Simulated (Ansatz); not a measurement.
Crystal: Ge.

```
CELL_PARAMETERS angstrom
-2.57449 2.57449 1.39741
2.57449 -2.57449 1.39741
2.57449 2.57449 -1.39741
ATOMIC_POSITIONS crystal
Ge 0.50000 0.50000 0.00000
Ge 0.25000 0.75000 0.50000
```

This isn't the form of Ge at room conditions, which is diamond.

Base run:

| Item | Value |
| --- | --- |
| Program | Ansatz 0.2.0 |
| Functional | LDA |
| Potentials or basis | all-electron LAPW, scalar-relativistic |
| Cutoff | 255 eV (chosen from the basis error) |
| Basis error allowed | 0.001 eV/atom |
| k mesh | 11 × 11 × 11 |
| Occupations | fermi-dirac, width 0.05 eV |
| Spin | no spin polarisation |

Its results: pressure -2.4 GPa.

Q: The run is repeated on the same cell with these changes: functional from LDA to PBE. What comes out?

A: Pressure 3.2 GPa.

PBE binds less tightly than LDA, so the same cell stands under more pressure.
